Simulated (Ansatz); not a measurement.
The system is NiO.

```xyz
2
Lattice="0.0000 2.0859 2.0859 2.0859 0.0000 2.0859 2.0859 2.0859 0.0000" Properties=species:S:1:pos:R:3 pbc="T T T"
Ni    0.0000    0.0000    0.0000
O     2.0859    2.0859    2.0859
```

- Program: Ansatz 0.2.0
- Task: relaxation of cell and atoms
- Functional: r2SCAN
- Potentials or basis: Ansatz PAW
- Cutoff: 500 eV (not typed: the program's choice for these potentials)
- k mesh: 11 × 11 × 11
- Occupations: fermi-dirac, width 0.05 eV
- Spin: collinear spin, ferromagnetic start
- Starting moments: [1.0, 0.0] μB
- Hubbard terms: Ni d U = 6 eV

At the start: volume 9.08 Å³/atom.

Task: How do energy, volume and symmetry change on relaxing?

Result: It ends after 6 steps and the volume is 9.41 Å³/atom (+3.7 %); space group Fm-3m (No. 225, to 0.05 Å); moment 2.00 μB per cell.

The path:
```csv
step,energy change (eV),largest force (eV/Å),volume (Å³)
1,0.0000,0.0000,18.15
2,-0.0123,0.0000,18.51
3,-0.0154,0.0000,18.81
4,-0.0154,0.0000,18.82
5,-0.0165,0.0000,18.82
6,-0.0165,0.0000,18.82
```

Final structure:
```xyz
2
Lattice="0.0000 2.1114 2.1114 2.1114 0.0000 2.1114 2.1114 2.1114 0.0000" Properties=species:S:1:pos:R:3 pbc="T T T"
Ni    0.0000    0.0000    0.0000
O     2.1114    2.1114    2.1114
```

Caveat: the magnetic or orbital state may not be the lowest; the plane-wave basis is chosen anew once the cell has moved, so the energies of steps on either side of that aren't comparable; a cell with one magnetic atom can't hold antiferromagnetic order, which such compounds often take; the PAW data sets come from PBE, with cores solved anew for the run's functional, which leaves a small shift of forces and pressure.
